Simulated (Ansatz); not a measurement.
Mo in Ansatz: the effect of functional

Mo:

```
Mo
1.0
    -1.61487    1.61487    1.61487
     1.61487   -1.61487    1.61487
     1.61487    1.61487   -1.61487
Mo
1
Direct
  0.00000 0.00000 0.00000
```

The cell isn't the ideal one: volume scaled by 1.06.

Alike in all runs:

- Program: Ansatz 0.2.0
- Task: single point
- Potentials or basis: Ansatz PAW
- k mesh: 12 × 12 × 12
- Occupations: fermi-dirac, width 0.05 eV
- Spin: no spin polarisation

```csv
functional,cutoff,pressure (GPa)
LDA,420 eV (not typed: the program's choice for these potentials),-26.1
r2SCAN,500 eV (not typed: the program's choice for these potentials),?
PBE,420 eV (not typed: the program's choice for these potentials),-14.9
```

Task: What does the run with functional r2SCAN give?

Result: Pressure -17.6 GPa.

Caveats: the PAW data sets come from PBE, with cores solved anew for the run's functional, which leaves a small shift of forces and pressure (some runs).
